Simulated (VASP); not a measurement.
CdS (Hawleyite), 2 atoms in the cell. Symmetry: F-43m, No. 216, cubic system. The conventional cell has a = 5.825 Å, b = 5.825 Å, c = 5.825 Å, α = 90.00°, β = 90.00°, γ = 90.00°. Cd (site symmetry -43m) is surrounded by 4 S at 2.52 Å. S (site symmetry -43m) has 4 Cd at 2.52 Å as nearest neighbours. 

```yaml
Program: VASP 6.6.1
Task: single point
Functional: PBEsol
Potentials_or_basis: VASP PAW PBE potentials, release 64 (Cd, S)
Cutoff: 520 eV
k_mesh: 8 × 8 × 8
Occupations: gaussian, width 0.02 eV
Spin: no spin polarisation
Dipole_correction: no
Further_INCAR_settings: ALGO = Normal; EDIFF = 1e-06; NBANDS = 16
```

Potentials or basis: VASP PAW PBE potentials, release 64 (Cd, S).

Run with:

```sh
$ cat potpaw_PBE.64/Cd/POTCAR potpaw_PBE.64/S/POTCAR > POTCAR
$ mpirun -np 1 vasp_std > vasp.out
```

Hardware: 1 thread of Intel(R) Xeon(R) Platinum 8375C CPU @ 2.90GHz (Ice Lake), with other jobs on the host.

Question: How long does it take, and how much memory?

Answer: It took 27 s on 1 thread of Intel(R) Xeon(R) Platinum 8375C CPU @ 2.90GHz (Ice Lake), on a shared host, peak memory 0.17 GiB. Counts: scf iterations 13, k points 29.
